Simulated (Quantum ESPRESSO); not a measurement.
# CoSi2 (Fm-3m) in Quantum ESPRESSO: reference runs, part 2 of 2

Quantum ESPRESSO 7.5. Earlier steps stand in the parts before.

### Step 5. Single point, PBE, collinear spin, ferromagnetic start, 12.29 Å³/atom

Contents of pw.in:

```
&CONTROL
  calculation = 'scf'
  prefix = 'pwscf'
  outdir = './tmp'
  pseudo_dir = './pseudo'
  tprnfor = .true.
  tstress = .true.
  disk_io = 'nowf'
/
&SYSTEM
  ibrav = 0
  nat = 3
  ntyp = 2
  ecutwfc = 55
  ecutrho = 440
  nbnd = 22
  occupations = 'smearing'
  smearing = 'fd'
  degauss = 0.00367493
  nspin = 2
  starting_magnetization(1) = 0.1176
  starting_magnetization(2) = 0
/
&ELECTRONS
  conv_thr = 6d-10
  electron_maxstep = 120
  mixing_beta = 0.3
/
ATOMIC_SPECIES
Co    58.9332 Co_pbe_v1.2.uspp.F.UPF
Si    28.0850 Si.pbe-n-rrkjus_psl.1.0.0.UPF
CELL_PARAMETERS angstrom
   0.0000000000    2.6418063740    2.6418063740
   2.6418063740    0.0000000000    2.6418063740
   2.6418063740    2.6418063740    0.0000000000
ATOMIC_POSITIONS crystal
Co     0.0000000000    0.0000000000    0.0000000000
Si     0.7500000000    0.7500000000    0.7500000000
Si     0.2500000000    0.2500000000    0.2500000000
K_POINTS automatic
9 9 9 0 0 0
```

Potentials or basis: SSSP 1.3 efficiency PBE.

The run is started by

```sh
OMP_NUM_THREADS=1 pw.x -in pw.in > pw.out
```

pw.out:

```text
This program is part of the open-source Quantum ESPRESSO suite
     for quantum simulation of materials; please cite
[... 9 lines left out ...]
     --------------------
     sticks:   dense  smooth     PW     G-vecs:    dense   smooth      PW
     Sum        1507     757    235                38781    13731    2277

     Using Slab Decomposition

     bravais-lattice index     =            0
     lattice parameter (alat)  =       7.0602  a.u.
     unit-cell volume          =     248.8454 (a.u.)^3
     number of atoms/cell      =            3
     number of atomic types    =            2
     number of electrons       =        25.00
     number of Kohn-Sham states=           22
     kinetic-energy cutoff     =      55.0000  Ry
     charge density cutoff     =     440.0000  Ry
     scf convergence threshold =      6.0E-10
     mixing beta               =       0.3000
     number of iterations used =            8  plain     mixing
     Exchange-correlation= PBE
                           (   1   4   3   4   0   0   0)

     celldm(1)=   7.060165  celldm(2)=   0.000000  celldm(3)=   0.000000
     celldm(4)=   0.000000  celldm(5)=   0.000000  celldm(6)=   0.000000

     crystal axes: (cart. coord. in units of alat)
               a(1) = (   0.000000   0.707107   0.707107 )
               a(2) = (   0.707107   0.000000   0.707107 )
               a(3) = (   0.707107   0.707107   0.000000 )

     reciprocal axes: (cart. coord. in units 2 pi/alat)
               b(1) = ( -0.707107  0.707107  0.707107 )
               b(2) = (  0.707107 -0.707107  0.707107 )
               b(3) = (  0.707107  0.707107 -0.707107 )

     PseudoPot. # 1 for Co read from file:
     Co_pbe_v1.2.uspp.F.UPF
     Pseudo is Ultrasoft + core correction, Zval = 17.0
     Generated by new atomic code, or converted to UPF format
     Using radial grid of  863 points,  6 beta functions with:
                l(1) =   0
                l(2) =   0
                l(3) =   1
                l(4) =   1
                l(5) =   2
                l(6) =   2
     Q(r) pseudized with  8 coefficients,  rinner =    1.200   1.200   1.200
                                                       1.200   1.200

     PseudoPot. # 2 for Si read from file:
     Si.pbe-n-rrkjus_psl.1.0.0.UPF
     Pseudo is Ultrasoft + core correction, Zval =  4.0
     Generated using "atomic" code by A. Dal Corso  v.5.1
     Using radial grid of 1141 points,  6 beta functions with:
                l(1) =   0
                l(2) =   0
                l(3) =   1
                l(4) =   1
                l(5) =   2
                l(6) =   2
     Q(r) pseudized with 0 coefficients

     atomic species   valence    mass     pseudopotential
     Co               17.00    58.93320     Co( 1.00)
     Si                4.00    28.08500     Si( 1.00)

     Starting magnetic structure
     atomic species   magnetization
     Co              0.118
     Si              0.000

     48 Sym. Ops., with inversion, found

   Cartesian axes

     site n.     atom                  positions (alat units)
         1        Co     tau(   1) = (   0.0000000   0.0000000   0.0000000  )
         2        Si     tau(   2) = (   1.0606602   1.0606602   1.0606602  )
         3        Si     tau(   3) = (   0.3535534   0.3535534   0.3535534  )

     number of k points=    35  Fermi-Dirac smearing, width (Ry)=  0.0037
                       cart. coord. in units 2pi/alat
        k(    1) = (   0.0000000   0.0000000   0.0000000), wk =   0.0013717
        k(    2) = (   0.0785674   0.0785674  -0.0785674), wk =   0.0109739
        k(    3) = (   0.1571348   0.1571348  -0.1571348), wk =   0.0109739
        k(    4) = (   0.2357023   0.2357023  -0.2357023), wk =   0.0109739
        k(    5) = (   0.3142697   0.3142697  -0.3142697), wk =   0.0109739
        k(    6) = (   0.1571348   0.0000000  -0.0000000), wk =   0.0082305
[... 27 lines left out ...]
        k(   34) = (  -0.0000000  -0.4714045   0.6285394), wk =   0.0329218
        k(   35) = (  -0.0785674  -0.3928371   0.7071068), wk =   0.0329218

     Dense  grid:    38781 G-vectors     FFT dimensions: (  48,  48,  48)

     Smooth grid:    13731 G-vectors     FFT dimensions: (  36,  36,  36)

     Check: negative core charge=   -0.000011
     Generating pointlists ...
     new r_m :   0.2526 (alat units)  1.7834 (a.u.) for type    1
     new r_m :   0.2526 (alat units)  1.7834 (a.u.) for type    2

     Initial potential from superposition of free atoms

     starting charge      23.9989, renormalised to      25.0000
     Starting wfcs are   21 randomized atomic wfcs +    1 random wfcs

     Self-consistent Calculation

     iteration #  1     ecut=    55.00 Ry     beta= 0.30
     Davidson diagonalization with overlap
     ethr =  1.00E-02,  avg # of iterations =  6.3

     total energy              =    -315.84632429 Ry
     estimated scf accuracy    <      15.00846271 Ry

     total magnetization       =     1.39 Bohr mag/cell
     absolute magnetization    =     1.46 Bohr mag/cell

     iteration #  2     ecut=    55.00 Ry     beta= 0.30
     Davidson diagonalization with overlap
     ethr =  1.00E-02,  avg # of iterations =  3.0

     total energy              =    -320.84785116 Ry
     estimated scf accuracy    <      13.98834957 Ry

     total magnetization       =     0.15 Bohr mag/cell
     absolute magnetization    =     0.16 Bohr mag/cell
[... 141 lines left out ...]
     iteration # 17     ecut=    55.00 Ry     beta= 0.30
     Davidson diagonalization with overlap
     ethr =  2.92E-11,  avg # of iterations =  1.5

     total energy              =    -321.42608455 Ry
     estimated scf accuracy    <          9.2E-10 Ry

     total magnetization       =     0.00 Bohr mag/cell
     absolute magnetization    =     0.00 Bohr mag/cell

     iteration # 18     ecut=    55.00 Ry     beta= 0.30
     Davidson diagonalization with overlap
     ethr =  3.67E-12,  avg # of iterations =  1.8

     Magnetic moment per site  (integrated on atomic sphere of radius R)
     atom   1 (R=0.253)  charge= 15.4527  magn= -0.0000
     atom   2 (R=0.253)  charge=  1.7039  magn= -0.0000
     atom   3 (R=0.253)  charge=  1.7039  magn= -0.0000

     End of self-consistent calculation

 ------ SPIN UP ------------

          k = 0.0000 0.0000 0.0000 (  1687 PWs)   bands (ev):

   -81.3691 -44.6971 -44.6971 -44.6971   0.0065   9.1991   9.1991   9.1991
    11.4213  11.4213  14.6279  16.9080  16.9080  16.9080  17.0776  17.0776
    17.0776  19.3072  19.3072  19.3072  21.7965  21.7965

          k = 0.0786 0.0786-0.0786 (  1732 PWs)   bands (ev):

   -81.3690 -44.6975 -44.6971 -44.6971   0.2000   8.7632   9.2674   9.2674
    11.3649  11.3649  14.4408  15.3991  15.9735  15.9735  18.0246  18.0246
    18.8043  18.8043  18.9644  19.0880  22.8957  22.8957

          k = 0.1571 0.1571-0.1571 (  1727 PWs)   bands (ev):

   -81.3690 -44.6984 -44.6973 -44.6973   0.7736   7.6417   9.4386   9.4386
    11.2794  11.2794  12.9059  14.9585  14.9585  15.8774  17.6707  17.6707
    18.3953  19.8350  19.8350  20.8192  24.9896  24.9896

          k = 0.2357 0.2357-0.2357 (  1694 PWs)   bands (ev):
[... 179 lines left out ...]
          k =-0.0000-0.4714 0.6285 (  1707 PWs)   bands (ev):

   -81.3689 -44.6997 -44.6989 -44.6982   4.7392   5.5594   6.6173   8.4330
    10.5048  11.1977  11.5129  11.9857  12.5697  15.9687  18.2573  18.9235
    22.1553  22.6588  24.4533  25.8334  26.5536  27.6424

          k =-0.0786-0.3928 0.7071 (  1709 PWs)   bands (ev):

   -81.3689 -44.6995 -44.6991 -44.6982   4.6250   5.4653   7.4134   7.5452
    10.8447  11.1084  11.5318  11.9687  12.7529  16.8754  17.5186  19.1630
    20.8892  22.8915  24.1476  26.1986  26.9271  27.5173

 ------ SPIN DOWN ----------

          k = 0.0000 0.0000 0.0000 (  1687 PWs)   bands (ev):

   -81.3691 -44.6971 -44.6971 -44.6971   0.0065   9.1991   9.1991   9.1991
    11.4213  11.4213  14.6279  16.9080  16.9080  16.9080  17.0776  17.0776
    17.0776  19.3072  19.3072  19.3072  21.7965  21.7965

          k = 0.0786 0.0786-0.0786 (  1732 PWs)   bands (ev):

   -81.3691 -44.6975 -44.6971 -44.6971   0.2000   8.7632   9.2674   9.2674
    11.3649  11.3649  14.4407  15.3991  15.9735  15.9735  18.0246  18.0246
    18.8043  18.8043  18.9644  19.0880  22.8957  22.8957

          k = 0.1571 0.1571-0.1571 (  1727 PWs)   bands (ev):

   -81.3690 -44.6984 -44.6973 -44.6973   0.7736   7.6417   9.4386   9.4386
    11.2794  11.2794  12.9059  14.9584  14.9584  15.8774  17.6707  17.6707
    18.3953  19.8350  19.8350  20.8192  24.9895  24.9895

          k = 0.2357 0.2357-0.2357 (  1694 PWs)   bands (ev):
[... 179 lines left out ...]
          k =-0.0000-0.4714 0.6285 (  1707 PWs)   bands (ev):

   -81.3689 -44.6997 -44.6989 -44.6982   4.7392   5.5594   6.6173   8.4330
    10.5048  11.1977  11.5129  11.9856  12.5697  15.9687  18.2573  18.9235
    22.1552  22.6588  24.4533  25.8334  26.5536  27.6423

          k =-0.0786-0.3928 0.7071 (  1709 PWs)   bands (ev):

   -81.3689 -44.6995 -44.6991 -44.6982   4.6249   5.4653   7.4134   7.5452
    10.8447  11.1083  11.5318  11.9686  12.7529  16.8754  17.5186  19.1630
    20.8892  22.8915  24.1475  26.1986  26.9271  27.5173

     the Fermi energy is    13.4367 ev

!    total energy              =    -321.42608455 Ry
     estimated scf accuracy    <          3.2E-11 Ry
     smearing contrib. (-TS)   =      -0.00073322 Ry
     internal energy E=F+TS    =    -321.42535133 Ry

     The total energy is F=E-TS. E is the sum of the following terms:
     one-electron contribution =    -234.06585345 Ry
     hartree contribution      =     130.74503139 Ry
     xc contribution           =     -45.36430565 Ry
     ewald contribution        =    -172.74022362 Ry

     total magnetization       =    -0.00 Bohr mag/cell
     absolute magnetization    =     0.00 Bohr mag/cell

     convergence has been achieved in  18 iterations

     Forces acting on atoms (cartesian axes, Ry/au):

     atom    1 type  1   force =    -0.00000000   -0.00000000    0.00000000
     atom    2 type  2   force =    -0.00000000    0.00000000   -0.00000000
     atom    3 type  2   force =     0.00000000   -0.00000000   -0.00000000

     Total force =     0.000000     Total SCF correction =     0.000000

     Computing stress (Cartesian axis) and pressure

          total   stress  (Ry/bohr**3)                   (kbar)     P=       86.25
   0.00058634   0.00000000   0.00000000           86.25        0.00        0.00
   0.00000000   0.00058634   0.00000000            0.00       86.25        0.00
   0.00000000   0.00000000   0.00058634            0.00        0.00       86.25

=------------------------------------------------------------------------------=
   JOB DONE.
=------------------------------------------------------------------------------=
```

Run time: 1.7 min. Hardware: 1 thread of Arm Neoverse V1, shared host; peak memory 0.21 GiB.

What came out:

```
Free energy                                           : -4373.2247 eV
Pressure                                              : 8.6 GPa
Band gap on the k mesh                                : none (metal or under the smearing width)
Net moment                                            : 0.00 μB per cell
Absolute moment                                       : 0.00 μB per cell
Valence electrons inside the program's atomic spheres : Co 15.45; Si 1.70
```

Caveat: the starting moments collapsed, and a magnetic state may lie lower.

### Step 6. Single point, PBE, collinear spin, ferromagnetic start, 12.55 Å³/atom

Changes to pw.in since step 5:

```diff
@@ -32,5 +32,5 @@
 CELL_PARAMETERS angstrom
-   0.0000000000    2.6418063740    2.6418063740
-   2.6418063740    0.0000000000    2.6418063740
-   2.6418063740    2.6418063740    0.0000000000
+   0.0000000000    2.6600263041    2.6600263041
+   2.6600263041    0.0000000000    2.6600263041
+   2.6600263041    2.6600263041    0.0000000000
 ATOMIC_POSITIONS crystal
```

Potentials or basis: SSSP 1.3 efficiency PBE.

The run is started by

```sh
OMP_NUM_THREADS=1 pw.x -in pw.in > pw.out
```

Wall time 1.8 min (1 thread of Arm Neoverse V1, shared host); peak memory 0.21 GiB.

The run converged. Its results:

```yaml
Free_energy: -4373.2559 eV
Pressure: 4.3 GPa
Band_gap_on_the_k_mesh: none (metal or under the smearing width)
Net_moment: 0.00 μB per cell
Absolute_moment: 0.00 μB per cell
Valence_electrons_inside_the_program's_atomic_spheres: Co 15.47; Si 1.72
```

Caveat: the starting moments collapsed, and a magnetic state may lie lower.

### Step 7. Single point, PBE, collinear spin, ferromagnetic start, 12.80 Å³/atom

Changes to pw.in since step 6:

```diff
@@ -32,5 +32,5 @@
 CELL_PARAMETERS angstrom
-   0.0000000000    2.6600263041    2.6600263041
-   2.6600263041    0.0000000000    2.6600263041
-   2.6600263041    2.6600263041    0.0000000000
+   0.0000000000    2.6780000000    2.6780000000
+   2.6780000000    0.0000000000    2.6780000000
+   2.6780000000    2.6780000000    0.0000000000
 ATOMIC_POSITIONS crystal
```

The run is started by

```sh
OMP_NUM_THREADS=1 pw.x -in pw.in > pw.out
```

Run time: 1.9 min. Hardware: 1 thread of Arm Neoverse V1, shared host; peak memory 0.22 GiB.

It converged, with:

```
Free energy                                           : -4373.2676 eV
Pressure                                              : 0.5 GPa
Band gap on the k mesh                                : none (metal or under the smearing width)
Net moment                                            : 0.00 μB per cell
Absolute moment                                       : 0.00 μB per cell
Valence electrons inside the program's atomic spheres : Co 15.49; Si 1.73
```

Caveat: the starting moments collapsed, and a magnetic state may lie lower.

### Step 8. Single point, PBE, collinear spin, ferromagnetic start, 13.06 Å³/atom

Changes to pw.in since step 7:

```diff
@@ -32,5 +32,5 @@
 CELL_PARAMETERS angstrom
-   0.0000000000    2.6780000000    2.6780000000
-   2.6780000000    0.0000000000    2.6780000000
-   2.6780000000    2.6780000000    0.0000000000
+   0.0000000000    2.6957356162    2.6957356162
+   2.6957356162    0.0000000000    2.6957356162
+   2.6957356162    2.6957356162    0.0000000000
 ATOMIC_POSITIONS crystal
```

The run is started by

```sh
OMP_NUM_THREADS=1 pw.x -in pw.in > pw.out
```

It took 2 min on 1 thread of Arm Neoverse V1, shared host; peak memory 0.22 GiB.

It converged, with:

```
Free energy                                           : -4373.2620 eV
Pressure                                              : -2.9 GPa
Band gap on the k mesh                                : none (metal or under the smearing width)
Net moment                                            : 0.00 μB per cell
Absolute moment                                       : 0.00 μB per cell
Valence electrons inside the program's atomic spheres : Co 15.51; Si 1.75
```

Caveat: the starting moments collapsed, and a magnetic state may lie lower.

### Step 9. Single point, PBE, collinear spin, ferromagnetic start, 13.32 Å³/atom

Changes to pw.in since step 8:

```diff
@@ -32,5 +32,5 @@
 CELL_PARAMETERS angstrom
-   0.0000000000    2.6957356162    2.6957356162
-   2.6957356162    0.0000000000    2.6957356162
-   2.6957356162    2.6957356162    0.0000000000
+   0.0000000000    2.7132408834    2.7132408834
+   2.7132408834    0.0000000000    2.7132408834
+   2.7132408834    2.7132408834    0.0000000000
 ATOMIC_POSITIONS crystal
```

Potentials or basis: SSSP 1.3 efficiency PBE.

The run is started by

```sh
OMP_NUM_THREADS=1 pw.x -in pw.in > pw.out
```

It took 2.1 min on 1 thread of Arm Neoverse V1, shared host; peak memory 0.23 GiB.

It converged, with:

* Free energy: -4373.2409 eV
* Pressure: -6.0 GPa
* Band gap on the k mesh: none (metal or under the smearing width)
* Net moment: 0.00 μB per cell
* Absolute moment: 0.00 μB per cell
* Valence electrons inside the program's atomic spheres: Co 15.53; Si 1.76

Caveat: the starting moments collapsed, and a magnetic state may lie lower.

### Step 10. Single point, PBE, collinear spin, ferromagnetic start, 13.57 Å³/atom

Changes to pw.in since step 9:

```diff
@@ -32,5 +32,5 @@
 CELL_PARAMETERS angstrom
-   0.0000000000    2.7132408834    2.7132408834
-   2.7132408834    0.0000000000    2.7132408834
-   2.7132408834    2.7132408834    0.0000000000
+   0.0000000000    2.7305231384    2.7305231384
+   2.7305231384    0.0000000000    2.7305231384
+   2.7305231384    2.7305231384    0.0000000000
 ATOMIC_POSITIONS crystal
```

The run is started by

```sh
OMP_NUM_THREADS=1 pw.x -in pw.in > pw.out
```

Run time: 2 min. Hardware: 1 thread of Arm Neoverse V1, shared host; peak memory 0.23 GiB.

Results (log left out):

* Free energy: -4373.2058 eV
* Pressure: -8.7 GPa
* Band gap on the k mesh: none (metal or under the smearing width)
* Net moment: 0.00 μB per cell
* Absolute moment: 0.00 μB per cell
* Valence electrons inside the program's atomic spheres: Co 15.54; Si 1.78

Caveat: the starting moments collapsed, and a magnetic state may lie lower.

### Step 11. Equation of state, PBE, collinear spin, ferromagnetic start

Potentials or basis: SSSP 1.3 efficiency PBE.

This step only gathers the single runs of the series.

Results:

```yaml
Equilibrium_volume: 12.84 Å³/atom
Bulk_modulus: 178 GPa
Pressure_derivative_of_the_bulk_modulus: 4.6
```

Energy against volume, from the lowest point:
| volume (Å³/atom) | energy (meV/atom) |
| --- | --- |
| 12.036 | 31.97 |
| 12.292 | 14.32 |
| 12.548 | 3.91 |
| 12.804 | 0.00 |
| 13.060 | 1.87 |
| 13.316 | 8.92 |
| 13.572 | 20.61 |

PBE usually gives volumes a little too large and moduli too small. Zero-point motion and thermal expansion aren't in these numbers.
